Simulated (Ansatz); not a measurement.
# Zn: frozen-core PAW against all-electron methods

```xyz
2
Lattice="0.0000 2.9089 2.9089 2.9089 0.0000 2.9089 2.9089 2.9089 0.0000" Properties=species:S:1:pos:R:3 pbc="T T T"
Zn    0.0000    0.0000    0.0000
Zn    1.4544    1.4544    1.4544
```

Atoms are numbered in the order listed.

The cell was built from the diamond type and relaxed in the same program, and has space group Fd-3m; it needn't be a known or the stable phase.

Methods: DFT, PBE, PAW with Ansatz's default frozen-core files, scalar-relativistic (Ansatz 0.2.0); DFT, PBE, all-electron PAW with datasets made for the crystal, scalar-relativistic (Ansatz 0.2.0); DFT, PBE, all-electron LAPW, scalar-relativistic (Ansatz 0.2.0).

For PAW: a Γ-centred 11×11×11 k mesh, Fermi–Dirac smearing of 0.05 eV, cutoff 420 eV, no spin polarisation. The crystal-made all-electron datasets (AE datasets) take a cutoff of 280 eV at this cell. LAPW targets a basis error of 0.25 meV/atom. The Ansatz runs share mesh, smearing and spin set-up. Plane-wave (PAW) pressures include the program's estimate of the Pulay term.

Stress and pressure are positive in compression.

Levels count from the Fermi level.

| quantity | PAW | AE datasets | LAPW |
| --- | --- | --- | --- |
| pressure (GPa) | 0.01 | 0.01 | 0.01 |
| highest filled level at Γ (eV) | -6.736 | -6.728 | -6.729 |
| lowest empty level at Γ (eV) | 5.180 | 5.179 | 5.179 |
| highest filled level at L (eV) | -3.033 | -3.033 | -3.033 |
| lowest empty level at L (eV) | 3.369 | 3.369 | 3.369 |
| highest filled level at X (eV) | -3.172 | -3.172 | -3.172 |
| lowest empty level at X (eV) | 1.173 | 1.173 | 1.173 |
